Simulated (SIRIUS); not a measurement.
Here is a SIRIUS 7.12.0 calculation.

File sirius.json:

```json
{
  "control": {
    "processing_unit": "cpu",
    "verbosity": 2,
    "num_bands_to_print": 17,
    "print_forces": true,
    "print_stress": true
  },
  "parameters": {
    "electronic_structure_method": "pseudopotential",
    "xc_functionals": ["XC_GGA_X_PBE", "XC_GGA_C_PBE"],
    "gk_cutoff": 9.6,
    "pw_cutoff": 19.2,
    "ngridk": [13, 13, 13],
    "shiftk": [0, 0, 0],
    "smearing": "fermi_dirac",
    "smearing_width": 0.0018374661,
    "num_bands": 17,
    "num_mag_dims": 0,
    "num_dft_iter": 100,
    "energy_tol": 1e-08,
    "density_tol": 1e-06,
    "hubbard_correction": true
  },
  "iterative_solver": {
    "type": "davidson",
    "min_tolerance": 1e-10
  },
  "mixer": {
    "type": "anderson",
    "beta": 0.7,
    "max_history": 8
  },
  "settings": {
    "tol_ne": 1e-10,
    "pseudo_grid_cutoff": 6.5
  },
  "unit_cell": {
    "lattice_vectors": [
      [0.0, 0.707106781187, 0.707106781187],
      [0.707106781187, 0.0, 0.707106781187],
      [0.707106781187, 0.707106781187, 0.0]
    ],
    "lattice_vectors_scale": 4.8305009387,
    "atom_coordinate_units": "lattice",
    "atom_types": ["Cu"],
    "atom_files": {
      "Cu": "Cu.json"
    },
    "atoms": {
      "Cu": [
        [0.0, 0.0, 0.0]
      ]
    }
  },
  "hubbard": {
    "simplified": true,
    "subspace_method": "full_orthogonalization",
    "local": [
      {
        "atom_type": "Cu",
        "n": 3,
        "l": 2,
        "U": 0.22049593,
        "J": 0.0,
        "total_initial_occupancy": 9
      }
    ]
  }
}
```

Potentials or basis: PseudoDojo 0.4.1 PBE standard (scalar relativistic).

The run is started by

```bash
$ upf_to_json Cu.upf
$ # the labels of the atomic orbitals (3D, 4S, ...) are then added to the .json files where the converter dropped them
$ OMP_NUM_THREADS=1 sirius.scf --input=sirius.json --output=out.json --task=0
```

Task: Predict the pressure.

Result: 4.4 GPa.

Task: Estimate the band gap on the k mesh.

Result: None (metal or under the smearing width).

Eigenvalues of the final occupation matrices:
| site | spin | trace | eigenvalues |
| --- | --- | --- | --- |
| site 1 | 1 | 4.94 | 0.98 0.98 0.98 0.99 0.99 |

Caveat: U without spin polarisation on a metal has little footing; the U is typed as a test and isn't derived for this compound.
